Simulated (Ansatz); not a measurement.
# Cd under changes of volume

One of the cells (21.606 Å³/atom); the others are scaled copies at fixed shape and fractional positions:

```xyz
4
Lattice="3.0931 0.0000 0.0000 -1.5465 2.6787 0.0000 0.0000 0.0000 10.4307" Properties=species:S:1:pos:R:3 pbc="T T T"
Cd    1.5465    0.8929    7.8231
Cd    0.0000    0.0000    5.2154
Cd    0.0000    1.7858    2.6077
Cd    0.0000    0.0000    0.0000
```

| Property | Result |
| --- | --- |
| Program | Ansatz 0.2.0 |
| Functional | PBE |
| Potentials or basis | Ansatz PAW |
| Cutoff | 420 eV (not typed: the program's choice for these potentials) |
| k mesh | 10 × 10 × 3 |
| Occupations | fermi-dirac, width 0.05 eV |
| Spin | no spin polarisation |

```tsv
volume (Å³/atom)	energy over the lowest point (meV/atom)	pressure (GPa)
20.309	?	?
20.741	30.82	5.3
21.173	18.46	3.9
21.606	9.59	2.7
22.038	3.81	1.6
22.470	0.71	0.7
22.902	0.00	-0.2
```

Task: What does the run at 20.309 Å³/atom give?

Result: Energy over the lowest point 47.17 meV/atom; pressure 6.9 GPa.

Worked out: A Birch-Murnaghan fit of order 3 (a polynomial in V^(-2/3)) to the other rows has its minimum at 22.83 Å³/atom with B0 = V·E''(V) = 42 GPa and B' = 5.9 at fixed shape and positions, which overstates the stiffness. It gives 47.15 meV/atom at 20.309 Å³/atom, against the run's 47.17, and -dE/dV = 6.9 GPa, against 6.9.

Energies are extrapolated to zero smearing.
